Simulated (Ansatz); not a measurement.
Rh:

```
CELL_PARAMETERS angstrom
0.00000 1.89785 1.89785
1.89785 0.00000 1.89785
1.89785 1.89785 0.00000
ATOMIC_POSITIONS crystal
Rh 0.00000 0.00000 0.00000
```

A run of Ansatz 0.2.0 on this cell left the log below. Logs are shortened: lines on timing, memory, paths and dates and some standing lists are left out, and cuts for length are marked.

```text
Warning: RAYON_NUM_THREADS=1 ignored (pool sized by the plan → 1); use --threads N
LAPW: plane waves up to 8.545 Å⁻¹, error target 1.0e-3 eV per atom; small_component_spin mean_spin; Rh in spheres of 1.342 Å, 27 of its electrons in bands, Dirac shells [] (how accurate: hamiltonian.pseudopotentials.lapw.basis_error, Limitations)
Engine: ansatz 0.2.0, aarch64-unknown-linux-gnu
Pseudopotentials: kind: all_electron
Pseudopotential: Rh, LAPW, valence charge 27, lapw/all_electron/scalar/gaussian/Rh, Koelling and Harmon's equation, gaussian nucleus
Functional definition: revPBE
  parameter kappa = 1.245
  parameter beta = 0.06672455060314922
  exchange = pbe_x(kappa = kappa, mu = beta*pi^2/3)
  correlation = pbe_c(beta = beta)
Crystal: 1 atoms, lattice volume = 13.671 Å³
Basis set: ecut = 278.1722543522975 eV, 137 PW (Γ), exchange–correlation at level 2
Bands: 18, of which v1, the nominal top of the filled ones, is band 14 counted from 1 (13 counted from 0)
Symmetry: 48 space group operations
Space group: Fm-3m (ITA 225), of the structure as read, at distance tolerance 2.4e-5 Å
k-points: 72 of 1728
Non-local potential: Rh, projectors of the file, none
Initial density: superposition of atomic densities (chi_scale 0.1, normalization cell)
Initial wavefunctions: plane waves of lowest kinetic energy (no species holds an atomic orbital)
Functional: x = revpbe(κ = 1.245, μ = 0.2195149727645171), c = pbe(β = 0.06672455060314922)
iter 1 solved again at ethr=3.61e-4 eV; its pass at ethr=1.00e-1 eV (dr2=9.75e-2 eV) is discarded
SCF iter   1: F=—  HF=-130193.072366 eV  |F-HF|=—  |Δ(HF+E_count)|=         —  Δρ=3.78e-2  dr2=9.79e-2  ethr=3.61e-4  ⟨swp⟩=3.0  Hψ=8482  notcnv=0
preconditioner: auto → none  [metal: Δε(μ)=0.065 eV  Ē_g=13.840 eV  σ=0.050 eV  W_gap=0.31  n_scr=8 (ndim 8)  ℏωp=30.1 eV  f_vac=0.000  D(μ)=0.67/eV (n_scr^D=8)  sad-step TF]
iter 2 solved again at ethr=1.36e-5 eV; its pass at ethr=3.61e-4 eV (dr2=3.67e-3 eV) is discarded
SCF iter   2: F=—  HF=-130192.650727 eV  |F-HF|=—  |Δ(HF+E_count)|=   4.22e-1  Δρ=5.85e-3  dr2=3.68e-3  ethr=1.36e-5  ⟨swp⟩=2.0  Hψ=6637  notcnv=0
SCF iter   3: F=—  HF=-130192.615815 eV  |F-HF|=—  |Δ(HF+E_count)|=         —  Δρ=6.48e-3  dr2=3.52e-3  ethr=1.36e-5  ⟨swp⟩=2.2  Hψ=3749  notcnv=0
the basis was enlarged: its passes take 419.2 KiB over the memory plan, 1 of 1 planned eigensolver slots
SCF iter   4: F=—  HF=-130192.614475 eV  |F-HF|=—  |Δ(HF+E_count)|=   1.34e-3  Δρ=9.00e-4  dr2=7.15e-5  ethr=1.31e-5  ⟨swp⟩=2.0  Hψ=3581  notcnv=0
SCF iter   5: F=—  HF=-130192.614483 eV  |F-HF|=—  |Δ(HF+E_count)|=   8.03e-6  Δρ=8.85e-5  dr2=6.32e-7  ethr=2.65e-7  ⟨swp⟩=2.0  Hψ=3601  notcnv=0
SCF iter   6: F=-130192.614484 eV  HF=-130192.614484 eV  |F-HF|=4.80e-10  |Δ(HF+E_count)|=   7.58e-7  Δρ=1.96e-6  dr2=1.50e-10  ethr=2.34e-9  ⟨swp⟩=2.8  Hψ=3682  notcnv=0
SCF 1 converged in 6 iterations: F = -130192.614484 eV  dr2 = 1.50e-10
NSCF: frozen V_eff on 57 k-points
SCF converged after 6 iterations
Free energy (F): -130192.614484 eV
Harris-Foulkes:  -130192.614484 eV  (|F-HF|=4.80e-10)
Internal energy: -130192.606092 eV  (E = F + TS)
E sigma→0 (E₀):  -130192.610288 eV
Entropy (-TS):   -0.008392 eV (-8.392 meV/atom)
Fermi energy:    24.818077 eV
--- Per-component energies (eV) ---
  E_band       = -2765.704730
  E_kinetic    = 135628.560272
  E_xc         = -3786.266781
  E_electrostatic = -262034.899583  (all electrons and nuclei)
  E_smearing   = -0.008392  (= −TS)
  E_closure    = -0.000000  (closes the sum)
  E_atoms      = -130185.858729  (free atoms, spherical and without spin; not in F)
  Σ components = -130192.614484   (vs F -130192.614484, Δ=0.00e0)
  Basis errors (estimates in eV, not in F): energy 2.0e-4 per atom: plane waves 1.6e-4 (1.2e-4 summed), levels above the bands 2.5e-170, relativity 5.2e-8, radial functions 3.7e-5, core shells 3.3e-7; eigenvalues (radial functions only) 1.2e-5; not estimated: angular momenta, meshes, grids; target (lapw.basis_error) 1.0e-3; muffin-tin radii Rh 1.342 Å
--- Forces (eV/Å), atoms counted from 1 ---
  atom   1  Rh    -0.00000000    -0.00000000    -0.00000000
  max |Σ_I F_I| component: 2.30e-31 eV/Å
--- Stress (GPa, compression-positive) ---
       10.630794       0.000000      -0.000000
        0.000000      10.630794       0.000000
       -0.000000       0.000000      10.630794
  P = ⅓ Tr σ = 10.6308 GPa (106.308 kbar)
--- Band table (eV; the first three rows and the last of 72) ---
  k-point 0: bands = ["-272.1083", "-272.1083", "-272.1083", "-272.0829", "-272.0829", "-54.1200", "-21.5760", "-21.5760", "-21.5760", "16.8366", "21.6984", "21.6984", "21.6984", "23.7944", "23.7944", "40.5988", "45.9858", "45.9858"]
  k-point 1: bands = ["-272.1083", "-272.1083", "-272.1083", "-272.0829", "-272.0829", "-54.1124", "-21.6275", "-21.5829", "-21.5829", "17.1141", "21.5789", "21.8049", "21.8049", "23.7371", "23.7371", "40.9933", "44.6816", "46.3921"]
  k-point 2: bands = ["-272.1083", "-272.1083", "-272.1083", "-272.0829", "-272.0829", "-54.0913", "-21.7672", "-21.6019", "-21.6019", "17.8506", "21.3677", "22.0200", "22.0200", "23.6892", "23.6892", "41.8370", "42.3987", "47.5260"]
  k-point 71: bands = ["-272.1083", "-272.1083", "-272.1083", "-272.0829", "-272.0829", "-53.9663", "-22.0671", "-22.0671", "-21.8578", "19.7407", "20.9727", "20.9727", "23.5801", "25.7954", "34.4849", "34.4849", "36.1374", "37.4979"]
```

What input gives this log?

Band structure with revPBE, no spin polarisation. The files as run (others can give the same):

input.yaml
```yaml
crystal:
  lattice:
    - [0.0, 1.89785, 1.89785]
    - [1.89785, 0.0, 1.89785]
    - [1.89785, 1.89785, 0.0]
  atoms:
    - { symbol: Rh, position: [0.0, 0.0, 0.0] }
kpoints:
  mp_grid: { grid: [12, 12, 12] }
  band_path:
    path:
      - [0.0, 0.0, 0.0]
      - [0.5, 0.0, 0.5]
      - [0.5, 0.25, 0.75]
      - [0.375, 0.375, 0.75]
      - [0.0, 0.0, 0.0]
      - [0.5, 0.5, 0.5]
      - [0.625, 0.25, 0.625]
      - [0.5, 0.25, 0.75]
    npoints: 8
scf:
  occupations: { method: fermi_dirac, width: 0.05 }
hamiltonian:
  xc: revpbe
  pseudopotentials: { kind: all_electron, lapw: { basis_error: 0.001 } }
output:
  forces: true
  stress: true
  eigenvalues: true
```

Potentials or basis: all-electron LAPW, scalar-relativistic.
Run with:
```console
$ ansatz run input.yaml --threads 1 --pin off --max-ram 3072MiB --backend cpu --events-out ev --progress --plain --runs-dir out
```
